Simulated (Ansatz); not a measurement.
Runs of Ansatz 0.2.0 on AlN. Symmetry: P6_3mc, No. 186, hexagonal system. Conventional cell: a = 3.113 Å, b = 3.113 Å, c = 4.981 Å, α = 90.00°, β = 90.00°, γ = 120.00°. Around Al (site symmetry 3m) lie 4 N at 1.89 Å. N (site symmetry 3m) has 4 Al at 1.89 Å as nearest neighbours. 

```csv
task,level,cell,k mesh,cutoff (eV),smearing,points for each segment of the path,gap on the mesh (eV),pressure (GPa),relaxed volume (Å³/atom)
relaxation of cell and atoms,r2SCAN,relaxed,10 × 10 × 6,500,fermi-dirac 0.05 eV,-,4.88,0.0,10.40
phonons,LDA,as given,8 × 8 × 5,420,fixed,-,4.24,-,-
relaxation of cell and atoms,rPW86-PBE,relaxed,10 × 10 × 6,420,fermi-dirac 0.05 eV,-,4.08,0.0,(a)
band structure,revPBE,as given,10 × 10 × 6,420,fermi-dirac 0.05 eV,14,4.24,(b),-
```

Alike in all rows: potentials or basis Ansatz PAW; no spin polarisation.

Question: Fill in the values left out.

Answer: (a) 10.80; (b) 6.5.

Caveats: the PAW data sets come from PBE, with cores solved anew for the run's functional, which leaves a small shift of forces and pressure; the plane-wave basis is chosen anew once the cell has moved, so the energies of steps on either side of that aren't comparable (some runs); odd divisions of the mesh miss points on the zone boundary, where band edges often lie, so the gap on the mesh can be too wide (some runs).

A k mesh can miss the band edges.

Runs at the PBE level aren't shown here.
